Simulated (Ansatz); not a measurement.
AlN: what symmetry allows forces and stress to be

```yaml
crystal:
  lattice:
    - [0.00000, 2.03452, 2.03452]
    - [2.03452, 0.00000, 2.03452]
    - [2.03452, 2.03452, 0.00000]
  atoms:
    - { symbol: Al, position: [0.53686, 0.46314, 0.53686] }
    - { symbol: N, position: [0.00000, 0.00000, 0.00000] }
```

These are results of Ansatz 0.2.0, DFT PBE, scalar-relativistic, plane waves, PAW, not measurements.

Settings: cutoff 420 eV, Γ-centred mesh 10×10×10 on the computed 2-atom cell, Gaussian smearing of 0.02 eV; no spin polarisation.

This distorted cell has space group I4mm, with 8 operations.

Q: Without a calculation: in which directions can each atom feel a force?

A: A force must be left unchanged by every operation that keeps its atom in place, so it lies in the space that those operations leave fixed. Atoms that the group maps onto each other feel forces of one size.
```tsv
atom	site symmetry	operations at the site	equivalent to atom	allowed force (Cartesian)
Al1	4mm	8	1	along (0.00, 1.00, 0.00)
N2	4mm	8	2	along (0.00, 1.00, 0.00)
```

That leaves 2 independent force components of 6, tied by 1 condition that the forces sum to zero, so 1 remains. A relaxation in this cell that keeps the symmetry moves the atoms in these directions alone.

Q: And the stress tensor?

A: It must be invariant under the point group, which leaves 2 independent components: yz, xz, xy vanish; xx = zz.

Q: Do the computed values obey this?

A: Yes. Forces (eV/Å):
```
Al1  0.000 -1.183  0.000
N2   0.000  1.183  0.000
```

Stress (GPa, compression positive, xx yy zz yz xz xy): -0.49 12.54 -0.49 0.00 0.00 0.00. The program imposes the same operations on density, forces and stress, so this confirms the analysis and is no independent test of the calculation.

This rock-salt form isn't the usual stable structure of the compound.